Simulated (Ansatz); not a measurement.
## AlN (P6_3mc): from strained cells to moduli

```xyz
4
Lattice="3.1138 0.0000 0.0000 -1.5569 2.6966 0.0000 0.0000 0.0000 4.9837" Properties=species:S:1:pos:R:3 pbc="T T T"
Al    0.0000    1.7977   -0.0049
Al    1.5569    0.8989    2.4869
N     0.0000    1.7977    1.8987
N     1.5569    0.8989    4.3905
```

The conventional cell has a = 3.114 Å, b = 3.114 Å, c = 4.984 Å, α = 90.00°, β = 90.00°, γ = 120.00°. Around Al (atom 1) lie 4 N at 1.89 to 1.90 Å. N (atom 3) has 4 Al at 1.89 to 1.90 Å as nearest neighbours.

Computed, not measured; unless marked otherwise by PBEsol, all-electron LAPW in Ansatz 0.2.0, scalar-relativistic. k mesh 8×8×4, fixed occupations, basis error target 1 meV/atom. The cell was relaxed by PAW under this functional.

The cell is hexagonal and carries a residual pressure of -0.14 GPa at this level. Each strain component that symmetry leaves independent is applied at ±0.008, the ions relax wherever a strain frees them, and the stress (tension positive, GPa) is read. Shears are engineering strains, γ = 2ε.

| strain | size | σxx | σyy | σzz | σyz | σxz | σxy |
| --- | --- | --- | --- | --- | --- | --- | --- |
| xx | -0.008 | -2.9353 | -0.9524 | -0.7258 | 0.0000 | 0.0000 | 0.0000 |
| xx | +0.008 | 3.1158 | 1.2122 | 0.9689 | 0.0000 | 0.0000 | 0.0000 |
| zz | -0.008 | -0.7372 | -0.7372 | -2.6864 | 0.0000 | 0.0000 | 0.0000 |
| zz | +0.008 | 0.9587 | 0.9587 | 2.9624 | 0.0000 | 0.0000 | 0.0000 |
| yz | -0.008 | 0.1448 | 0.1577 | 0.1226 | -0.8913 | 0.0000 | 0.0000 |
| yz | +0.008 | 0.1448 | 0.1577 | 0.1226 | 0.8913 | 0.0000 | 0.0000 |

A central difference gives one constant, for example C11 ≈ (3.1158 − (-2.9353))/(0.016) = 378.2 GPa; the program then imposes the crystal's symmetry on the whole matrix.

Problem. What are the independent elastic constants?

Solution. C11 = 378.2, C12 = 135.3, C13 = 106.0, C33 = 353.1, C44 = 111.4 GPa.

Problem. Is the crystal stable against homogeneous strain?

Solution. The least eigenvalue of the 6×6 matrix is 111.4 GPa, so yes.

Problem. What moduli does a random aggregate of grains have?

Solution. Voigt and Reuss bounds: B from 199.6 to 200.4 and G from 119.1 to 119.7 GPa; their means are B = 200.0 and G = 119.4 GPa. Then E = 9BG/(3B + G) = 298.7 GPa, ν = (3B − 2G)/(6B + 2G) = 0.251 and B/G = 1.68, on the brittle side of Pugh's 1.75 (a rule of thumb, made for metals; it doesn't predict ductility here).

Problem. With the density of 3.253 g/cm³, how fast does sound travel, and what Debye temperature follows?

Solution. 

| direction | slow (m/s) | middle (m/s) | fast (m/s) |
| --- | --- | --- | --- |
| x | 5852 | 6110 | 10782 |
| y | 5852 | 6110 | 10782 |
| z | 5852 | 5852 | 10418 |

The mean of v⁻³ over directions and branches gives v_m = 6723 m/s and θ_D = (ħ/k_B) v_m (6π²n)^(1/3) = 915 K, n being atoms per volume. Young's modulus spans 285 to 315 GPa over directions, and the universal anisotropy index is 0.03.

Problem. How far do the constants move if PAW replaces LAPW in the same cell?

Solution. 

```csv
constant,LAPW (GPa),PAW (GPa),difference
C11,378.2,378.2,0.0
C12,135.3,136.2,0.9
C13,106.0,106.6,0.6
C33,353.1,352.6,-0.5
C44,111.4,111.1,-0.3
```

Problem. How do the constants change if the ions are clamped to the homogeneous strain?

Solution. Clamped values, with the change against relaxed ions: C11 = 449.6 (+71.4), C12 = 101.2 (-34.1), C13 = 64.7 (-41.2), C33 = 444.9 (+91.9), C44 = 125.8 (+14.4) GPa.

Limits of these numbers: constants at zero field, no piezoelectric stiffening; the frozen-core PAW files of the compared runs were fitted under PBE, their cores solved anew for this functional.
